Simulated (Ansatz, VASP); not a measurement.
**Si in VASP and in Ansatz**

```
Si
1.0
     0.00000    2.73988    2.73988
     2.73988    0.00000    2.73988
     2.73988    2.73988    0.00000
Si
2
Direct
  0.50000 0.50000 0.50000
  0.75000 0.75000 0.75000
```

Alike in both runs: task single point; functional PBE; k mesh 8 × 8 × 8; occupations fermi-dirac, width 0.05 eV; no spin polarisation.

|  | VASP | Ansatz |
| --- | --- | --- |
| version | VASP 6.6.1 | Ansatz 0.2.0 |
| potentials or method | VASP PAW PBE potentials, release 64 (Si) | Ansatz PAW soft_1 |
| plane-wave cutoff (eV) | 520 | 420 |
| valence electrons in the cell | 8 | 8 |

|  | VASP | Ansatz | Ansatz less VASP |
| --- | --- | --- | --- |
| gap on the k mesh at the Fermi level (eV) | 0.66 | 0.66 | -0.002 |
| least direct gap on the mesh (eV) | 2.55 | 2.55 | -0.005 |
| pressure (GPa) | -0.5 | -0.5 | +0.06 |

A k mesh can miss the band edges.
